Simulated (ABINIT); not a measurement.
A run of ABINIT 10.8.3 (patched build) is set up as follows.

Contents of run.abi:

```
ndtset 2

pp_dirpath "./"
pseudos "Pb.LDA_PW-JTH_sp.xml, Te.LDA_PW-JTH.xml"

acell 3*1.0
rprim
     0.0000000000     6.1057051087     6.1057051087
     6.1057051087     0.0000000000     6.1057051087
     6.1057051087     6.1057051087     0.0000000000
ntypat 2
znucl 82 52
natom 2
typat 1 2
xred
     0.0000000000     0.0000000000     0.0000000000
     0.5000000000     0.5000000000     0.5000000000

ecut 408.170794 eV
pawecutdg 30.0

ixc 2

occopt 3
tsmear 0.05 eV

nstep 100

iomode 3
prtwf 0
prteig 0
prtebands 0
prtden1 1

kptopt1 1
ngkpt1 7 7 7
nshiftk1 1
shiftk1 0.0 0.0 0.0
nband1 9
tolvrs1 1.0e-9

iscf2 -2
getden2 1
nband2 13
nbdbuf2 2
tolwfr2 1.0e-12
kptopt2 -9
ndivsm2 8
prteig2 1
prtvol2 -3
kptbounds2
     0.0000000000     0.0000000000     0.0000000000
     0.5000000000     0.0000000000     0.5000000000
     0.5000000000     0.2500000000     0.7500000000
     0.3750000000     0.3750000000     0.7500000000
     0.0000000000     0.0000000000     0.0000000000
     0.5000000000     0.5000000000     0.5000000000
     0.6250000000     0.2500000000     0.6250000000
     0.5000000000     0.2500000000     0.7500000000
     0.5000000000     0.5000000000     0.5000000000
     0.3750000000     0.3750000000     0.7500000000
```

Potentials or basis: JTH PAW LDA v2.0 sp.

The run is started by

```bash
$ abinit run.abi > log 2>&1
```

**Question.** Estimate the pressure.

**Answer.** -1.7 GPa.

**Question.** Predict the band gap along the path.

**Answer.** 0.65 eV, direct.

Levels at the corners of the path, in eV from the Fermi level:
```tsv
point	band 3	band 4	band 5	band 6	band 7	band 8
Γ	-1.65	-1.65	-1.65	3.73	3.73	3.73
X	-4.86	-3.13	-3.13	2.91	5.10	5.10
W	-4.15	-4.15	-0.70	1.24	4.89	4.89
K	-4.48	-2.64	-2.46	3.20	3.38	4.76
Γ	-1.65	-1.65	-1.65	3.73	3.73	3.73
L	-1.23	-1.23	-0.37	0.28	0.84	0.84
U	-4.48	-2.64	-2.46	3.20	3.38	4.76
W	-4.15	-4.15	-0.70	1.24	4.89	4.89
L	-1.23	-1.23	-0.37	0.28	0.84	0.84
K	-4.48	-2.64	-2.46	3.20	3.38	4.76
```

Caveat: this odd mesh misses L, where the gap lies, so gap, dielectric constants and Born charges aren't listed; spin-orbit coupling is left out, which moves the levels of the heavy elements; this set keeps more shells in the core, which shifts pressures and gaps.

**What was measured.**

A printed reference work, monograph reports, for a bulk crystal of TePb at 4.2 K: band gap 0.19 eV (direct).

Against the measured gap of TePb, 0.19 eV (direct; 4.2 K; a printed reference work, monograph), the calculated 0.65 eV is off by +0.46 eV. Spin-orbit coupling on Pb, Te is left out. The value is that of LDA-PZ, without temperature or zero-point motion.
